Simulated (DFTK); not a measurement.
Mg:

```
CELL_PARAMETERS angstrom
-1.77276 1.77276 1.77276
1.77276 -1.77276 1.77276
1.77276 1.77276 -1.77276
ATOMIC_POSITIONS crystal
Mg 0.00000 0.00000 0.00000
```

This isn't the form of Mg at room conditions, which is hcp.

* Program: DFTK 0.8.2
* Task: single point
* Functional: PBE
* Potentials or basis: dojo.nc.sr.pbe.v0_4_1.standard.upf (PBE)
* Cutoff: 1143 eV
* k mesh: 11 × 11 × 11
* Occupations: fermi-dirac, width 0.05 eV
* Spin: no spin polarisation

On this cell: pressure 1.0 GPa; band gap on the k mesh none (metal or under the smearing width).

The same run follows on a disturbed copy (cell strained at random at fixed volume):

```
Mg
1.0
    -1.76811    1.75773    1.74720
     1.76248   -1.78962    1.77345
     1.78739    1.80889   -1.77909
Mg
1
Direct
  0.98579 0.98928 0.97885
```

What changes?

The energy (extrapolated to zero smearing) moves by +1.3 meV/atom; pressure 1.0 GPa; band gap on the k mesh none (metal or under the smearing width).

Stress tensor (GPa, compression positive):
```
 0.94 -0.34  0.10
-0.34  0.90  0.60
 0.10  0.60  1.07
```
